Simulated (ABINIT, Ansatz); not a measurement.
**SiC (P6_3mc): G0W0 with ABINIT, start to end**

How does a plane-wave GW calculation on SiC (P6_3mc) run from the first input to the gap?

Program: ABINIT 10.8.3. Level of theory: PBE and many-body steps on it, plane waves. Results are calculated unless marked as measured.

**Experimental background.**

- Gap 3.33 eV: band gap at cryogenic temperature; bulk crystal (literature value) (quoted in “Silicon carbide diodes for neutron detection”, 2020, arxiv:2009.14696).

## 1. The structure

The structure is hexagonal, space group P6_3mc (No. 186). The conventional cell has a = 3.074 Å, b = 3.074 Å, c = 5.045 Å, α = 90.00°, β = 90.00°, γ = 120.00°. Nearest to Si lie 4 C at 1.88 to 1.90 Å. Nearest to C lie 4 Si at 1.88 to 1.90 Å. Farther neighbours are not listed.

The cell and positions are those that the Materials Project relaxed with its own functionals (PBE, PBE+U or r2SCAN), kept fixed.

## 2. Ground state

This step: ABINIT 10.8.3; DFT, PBE, plane waves, norm-conserving pseudopotentials.

The ground-state density comes first.

run.abi

```
acell 3*1.0 Angstrom
rprim 
  3.073513928196 0.000000000001 0.000000000000
  -1.536756964099 2.661741140703 0.000000000000
  0.000000000000 0.000000000000 5.045247710000
ntypat 2
znucl 14 6
natom 4
typat 1 1 2 2
xred 
  0.333333333333 0.666666666667 0.499602400000
  0.666666666667 0.333333333333 0.999602400000
  0.333333333333 0.666666666667 0.875397600000
  0.666666666667 0.333333333333 0.375397600000
pp_dirpath "pseudos"
pseudos "Si.upf, C.upf"
ecut 37
ngkpt 6 6 4
nshiftk 1
shiftk 0 0 0
kptopt 1
chksymbreak 0
nband 14
occopt 1
tolvrs 1e-10
nstep 60
prtwf 0
optforces 0
optstress 0
indata_prefix "in"
outdata_prefix "out"
tmpdata_prefix "tmp"
```

Run with:

```bash
OMP_NUM_THREADS=1 mpirun -n 8 abinit run.abi > log
```

Numbers of over 12 decimals in the logs are rounded to 6 here.

Log:

```text
.Version 10.8.3 of ABINIT. v10.8.2 released Aug 2026.

 Symmetries : space group P6_3 m c (#186); Bravais hP (primitive hexag.)
================================================================================
 Values of the parameters that define the memory need of the present run
     intxc =       0    ionmov =       0      iscf =       7    lmnmax =       6
     lnmax =       6     mgfft =      54  mpssoang =       3    mqgrid =    3001
     natom =       4  nloc_mem =       1    nspden =       1   nspinor =       1
    nsppol =       1      nsym =      12    n1xccc =    2501    ntypat =       2
    occopt =       1   xclevel =       2
-    mband =          14        mffmem =           1         mkmem =           3
       mpw =        3015          nfft =       55296          nkpt =          21
================================================================================
  Rough estimation (10% accuracy) of disk space for files :
================================================================================

--------------------------------------------------------------------------------
------------- Echo of variables that govern the present computation ------------
--------------------------------------------------------------------------------
 -outvars: echo values of preprocessed input variables --------
            acell      1.8897261259E+00  1.8897261259E+00  1.8897261259E+00 Bohr

      chksymbreak           0
             ecut      3.70000000E+01 Hartree
-          fftalg         312

              ixc     -101130
              kpt      0.00000000E+00  0.00000000E+00  0.00000000E+00
                       1.66666667E-01  0.00000000E+00  0.00000000E+00
                       3.33333333E-01  0.00000000E+00  0.00000000E+00
                       5.00000000E-01  0.00000000E+00  0.00000000E+00
                       1.66666667E-01  1.66666667E-01  0.00000000E+00
                       3.33333333E-01  1.66666667E-01  0.00000000E+00
                       3.33333333E-01  3.33333333E-01  0.00000000E+00
                       0.00000000E+00  0.00000000E+00  2.50000000E-01
                       1.66666667E-01  0.00000000E+00  2.50000000E-01
   [... 10 further rows ...]
                       3.33333333E-01  1.66666667E-01  5.00000000E-01
                       3.33333333E-01  3.33333333E-01  5.00000000E-01
         kptrlatt        6    0    0      0    6    0      0    0    4
          kptrlen      3.48485974E+01
P           mkmem           3
            natom           4
            nband          14
            ngfft          32      32      54
             nkpt          21
            nstep          60
             nsym          12
           ntypat           2
              occ      2.000000  2.000000  2.000000  2.000000  2.000000  2.000000
                       2.000000  2.000000  0.000000  0.000000  0.000000  0.000000
                       0.000000  0.000000
        optforces           0
        optstress           0
            prtwf           0
            rprim      3.0735139282E+00  1.0000000000E-12  0.0000000000E+00
[...]
spgroup         186

           tolvrs      1.00000000E-10

             xred      3.3333333333E-01  6.6666666667E-01  4.9960240000E-01
[...]
znucl       14.00000    6.00000

================================================================================

 chkinp: Checking input parameters for consistency.

================================================================================
== DATASET  1 ==================================================================
-   mpi_nproc: 8, omp_nthreads: 1 (-1 if OMP is not activated)

--- !DatasetInfo
iteration_state: {dtset: 1, }
dimensions: {natom: 4, nkpt: 21, mband: 14, nsppol: 1, nspinor: 1, nspden: 1, mpw: 3015, }
cutoff_energies: {ecut:  37.0, pawecutdg:  -1.0, }
electrons: {nelect:   1.60000000E+01, charge:   0.00000000E+00, occopt:   1.00000000E+00, tsmear:   1.00000000E-02, }

 Real(R)+Recip(G) space primitive vectors, cartesian coordinates (Bohr,Bohr^-1):
 R(1)=  5.8080996  0.0000000  0.0000000  G(1)=  0.1721734  0.0994043  0.0000000
 R(2)= -2.9040498  5.0299618  0.0000000  G(2)=  0.0000000  0.1988087  0.0000000
 R(3)=  0.0000000  0.0000000  9.5341364  G(3)=  0.0000000  0.0000000  0.1048863
 Unit cell volume ucvol=  2.7853521E+02 bohr^3
 Angles (23,13,12)=  9.00000000E+01  9.00000000E+01  1.20000000E+02 degrees

 getcut: wavevector=  0.0000  0.0000  0.0000  ngfft=  32  32  54
         ecut(hartree)=     37.000   => boxcut(ratio)=   2.01210

--- Pseudopotential description ------------------------------------------------
- Si Generated using ONCVPSP code by D. R. Hamann
- 14.00000   4.00000  171031                  znucl, zion, pspdat
12 -101130 2 -1 1510                          pspcod,pspxc,lmax,lloc,mmax
     nproj     2     2     2
  pspatm : epsatm=    9.34321561
         --- l  ekb(1:nproj) -->
[...]
pspatm: atomic psp has been read  and splines computed

- C Generated using ONCVPSP code by D. R. Hamann
-  6.00000   4.00000  171031                  znucl, zion, pspdat
12 -101130 1 -1 1248                          pspcod,pspxc,lmax,lloc,mmax
     nproj     2     2     0
  pspatm : epsatm=    4.31346680
         --- l  ekb(1:nproj) -->
[...]
pspatm: atomic psp has been read  and splines computed

   4.37013837E+02                                ecore*ucvol(ha*bohr**3)
--------------------------------------------------------------------------------

_setup2: Arith. and geom. avg. npw (full set) are    2994.063    2994.045

================================================================================

--- !BeginCycle
iteration_state: {dtset: 1, }
solver: {iscf: 7, nstep: 60, nline: 4, wfoptalg: 0, }
tolerances: {tolvrs: 1.00E-10, }

     iter   Etot(hartree)      deltaE(h)  residm     vres2
 ETOT  1  -20.336975920391    -2.034E+01 4.347E-02 5.934E+02
 ETOT  2  -20.462691230986    -1.257E-01 2.563E-02 2.485E+02
 ETOT  3  -20.538605009084    -7.591E-02 1.717E-02 1.887E-01
 ETOT  4  -20.538735445157    -1.304E-04 2.833E-03 8.735E-03
 ETOT  5  -20.538736809254    -1.364E-06 1.356E-03 3.124E-04
 ETOT  6  -20.538736838261    -2.901E-08 1.084E-03 3.211E-06
 ETOT  7  -20.538736838889    -6.274E-10 1.046E-03 8.042E-08
 ETOT  8  -20.538736838896    -7.631E-12 5.613E-04 2.603E-09
 ETOT  9  -20.538736838897    -4.761E-13 4.430E-04 4.651E-11

 At SCF step    9       vres2   =  4.65E-11 < tolvrs=  1.00E-10 =>converged.

--- !ResultsGS
iteration_state: {dtset: 1, }
comment   : Summary of ground state results
lattice_vectors:
- [  5.8080996,   0.0000000,   0.0000000, ]
- [ -2.9040498,   5.0299618,   0.0000000, ]
- [  0.0000000,   0.0000000,   9.5341364, ]
lattice_lengths: [   5.80810,    5.80810,    9.53414, ]
lattice_angles: [ 90.000,  90.000, 120.000, ] # degrees, (23, 13, 12)
lattice_volume:   2.7853521E+02
convergence: {deltae: -4.761E-13, res2:  4.651E-11, residm:  4.430E-04, diffor:  0.000E+00, }
etotal    :  -2.05387368E+01
entropy   :   0.00000000E+00
fermie    :   2.57677472E-01
cartesian_stress_tensor: null
pressure_GPa: null
xred      :
- [  3.3333E-01,   6.6667E-01,   4.9960E-01, Si]
- [  6.6667E-01,   3.3333E-01,   9.9960E-01, Si]
- [  3.3333E-01,   6.6667E-01,   8.7540E-01,  C]
- [  6.6667E-01,   3.3333E-01,   3.7540E-01,  C]
cartesian_forces: null
force_length_stats: {min: null, max: null, mean: null, }

 Integrated electronic density in atomic spheres:
 ------------------------------------------------
 Atom  Sphere_radius  Integrated_density
[...]
4        2.00000          4.24712568
================================================================================

 ----iterations are completed or convergence reached----

 Mean square residual over all n,k,spin=   19.529E-07; max=  44.295E-05
 reduced coordinates (array xred) for    4 atoms
       0.333333333333      0.666666666667      0.499602400000
       0.666666666667      0.333333333333      0.999602400000
       0.333333333333      0.666666666667      0.875397600000
       0.666666666667      0.333333333333      0.375397600000
 rms dE/dt=  0.0000E+00; max dE/dt=  0.0000E+00; dE/dt below (all hartree)
    1       0.000000000000      0.000000000000      0.000000000000
    2       0.000000000000      0.000000000000      0.000000000000
    3       0.000000000000      0.000000000000      0.000000000000
    4       0.000000000000      0.000000000000      0.000000000000

 cartesian coordinates (angstrom) at end:
    1     -6.7e-13     1.774494     2.520618
    2      1.536757     0.887247     5.043242
    3     -6.7e-13     1.774494     4.416598
    4      1.536757     0.887247     1.893974
 length scales=  1.889726125908  1.889726125908  1.889726125908 bohr
              =  1.000000000000  1.000000000000  1.000000000000 angstroms
 prteigrs : about to open file out_EIG
 Fermi (or HOMO) energy (hartree) =   0.25768   Average Vxc (hartree)=  -0.41505
 Eigenvalues (hartree) for nkpt=  21  k points:
 kpt#   1, nband= 14, wtk=  0.00694, kpt=  0.0000  0.0000  0.0000 (reduced coord)
  -0.31539   -0.18408   -0.06281    0.20921    0.20921    0.25351    0.25768    0.25768
   0.43483    0.48624    0.50324    0.50324    0.54293    0.58732
 prteigrs : prtvol=0 or 1, do not print more k-points.

--- !EnergyTerms
iteration_state     : {dtset: 1, }
comment             : Components of total free energy in Hartree
kinetic             :  1.18020030824377E+01
hartree             :  2.36725794098151E+00
xc                  : -7.56510193927157E+00
Ewald energy        : -2.09193919204293E+01
psp_core            :  1.56897162498227E+00
local_psp           : -8.30958140657659E+00
non_local_psp       :  5.17105778979293E-01
total_energy        : -2.05387368388967E+01
total_energy_eV     : -5.58887501127776E+02
band_energy         :  5.66994619632827E-01

== END DATASET(S) ==============================================================
================================================================================

 -outvars: echo values of variables after computation  --------
           etotal     -2.0538736839E+01
            nband          14
             nkpt          21
          spgroup         186
 [... the other variables as echoed above ...]

 Calculation completed.
```

It took 5.3 s on 8 MPI ranks of Arm Neoverse V1, shared host; peak memory 0.53 GiB.

Numbers from this step:

- total energy: -558.8875 eV
- gap: 2.275 eV
- k of the valence top: 0, 0, 0
- k of the conduction bottom: 0.3333, 0.3333, 0
- least direct gap: 3.985 eV

The gap is indirect, with the least direct gap 1.71 eV higher.

(Part 1 of 3 ends here.)

[Paths, hosts, dates, memory and timing lines, banners, echoed tables and standing remarks are left out of the program output.]

[Logs are printed without paths, hosts, clocks, repeated set-up lines and the standing remarks that a program may print on its own settings, such as how far it seeks lower states.]

[Runs of the session that timed out or met a known fault of the program may be left out.]

[Hosts, paths, dates, database ids (printed as entryN), source tags and the programs' standing remarks are cut or masked in the printed files.]

[G0W0 gaps are taken among the corrected bands and points alone; a level outside them can change the order at an edge.]

[Where Ansatz stands beside ABINIT at settings called matched, ABINIT's density can come from a denser mesh and the files from another edition; pairs whose starting gaps differed by over 0.03 eV were left out, so agreement reads better than it is.]
